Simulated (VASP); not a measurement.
Here is the system:

```
NaBr
1.0
    0.00000     2.98500     2.98500
    2.98500     0.00000     2.98500
    2.98500     2.98500     0.00000
Na Br
1 1
Direct
  0.98827   0.01173   0.02848
  0.50000   0.50000   0.50000
```

These are PBE GGA, VASP's PBE PAW potentials (set 64) (plane waves; VASP 6.6.1) values and carry that method's errors. Numerical set-up: 400 eV cut-off, 6×6×6 Γ-centred mesh, Gaussian smearing of 0.050 eV, potentials Na_pv Br.

Q: The ions are relaxed. What does this cell relax into?

A: 
```
NaBr
1.0
    0.00000     2.98500     2.98500
    2.98500     0.00000     2.98500
    2.98500     2.98500     0.00000
Na Br
1 1
Direct
  0.99451   0.00549   0.01440
  0.49376   0.50624   0.51408
```
Space group Fm-3m (225), at a tolerance of 0.03 Å.

Q: How much energy does the relaxation gain?

A: The energy (σ→0) changes by -5.1 meV/atom, in 5 ionic steps.

```tsv
step	E(σ→0) (eV)	max force (eV/Å)	pressure (GPa)	volume (Å³)
1	-6.1058	0.160	0.69	53.19
2	-6.1082	0.139	0.64	53.19
3	-6.1132	0.080	0.57	53.19
4	-6.1156	0.029	0.54	53.19
5	-6.1160	0.004	0.54	53.19
```

The compound is NaBr in the rock salt structure. In the starting cell atoms are displaced from their ideal sites. This run relaxes the ions in a fixed cell. Symmetry was kept, so distortions that lower it aren't found.
